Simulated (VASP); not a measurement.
## KI: single point with PBE

**Measured values to compare with.**

A printed reference work, monograph reports, for a bulk crystal of KI: band gap 6.32 eV.

The system is KI.

```xyz
2
Lattice="0.0000 3.5882 3.5882 3.5882 0.0000 3.5882 3.5882 3.5882 0.0000" Properties=species:S:1:pos:R:3 pbc="T T T"
K     0.0000    0.0000    0.0000
I     3.5882    3.5882    3.5882
```

```yaml
Program: VASP 6.6.1
Task: single point
Functional: PBE
Potentials_or_basis: VASP PAW PBE potentials, release 64 (K_sv, I)
Cutoff: 520 eV
k_mesh: 6 × 6 × 6
Occupations: gaussian, width 0.01 eV
Spin: no spin polarisation
```

```json
{
  "Pressure": "0.0 GPa",
  "Band gap on the k mesh": "3.86 eV, direct"
}
```

Levels at points of the mesh, in eV from the valence-band top:
```
           k point  band 4  band 5  band 6  band 7  band 8  band 9  band 10  band 11  band 12  band 13
(0.00, 0.00, 0.00)  -12.07  -10.44    0.00    0.00    0.00    3.86     6.51     6.51     6.51     7.20
(0.50, 0.00, 0.00)  -12.07  -10.21   -1.22   -0.30   -0.30    5.47     7.57     8.05     8.05     8.62
(0.50, 0.50, 0.00)  -12.08  -10.31   -0.93   -0.34   -0.34    5.01     5.66     8.04     8.56     8.58
```

It took 63 s on 1 thread of AMD EPYC 7R13, on a shared host, peak memory 0.21 GiB.

Against the measured gap of KI, 6.32 eV (a printed reference work, monograph), the calculated 3.86 eV is off by -2.46 eV. Spin-orbit coupling on I is left out. The value is that of PBE, without temperature or zero-point motion. Semilocal functionals fall short of measured gaps as a rule.

Caveat: spin-orbit coupling is left out, which moves the levels of the heavy elements.
